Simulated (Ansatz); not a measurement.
## Could GaAs exist in this structure?

Plane-wave DFT in Ansatz with scalar-relativistic PAW potentials. The crystal relaxes under PBE to F-43m with a = 5.745 Å, 23.71 Å³/atom. No spin polarisation.

```xyz
2
Lattice="0.0000 2.8727 2.8727 2.8727 0.0000 2.8727 2.8727 2.8727 0.0000" Properties=species:S:1:pos:R:3 pbc="T T T"
Ga    0.0000    0.0000    0.0000
As    1.4363    1.4363    1.4363
```

Problem. Test it against the elements, against displacements at the zone centre and against strain.

Solution.
- Energy over the elements: -0.352 eV/atom (PBE, standard states in the same functional, gases uncorrected)
- Optical modes at Γ: all 3 real, at 252 cm⁻¹ (PBE, without the LO-TO term)
- Least eigenvalue of the elastic tensor: 51 GPa (PBE)

It passes all three tests. So it is a local minimum against everything tried and bound against the elements. Modes at other wave vectors, other structures and decomposition into other compounds weren't tested here.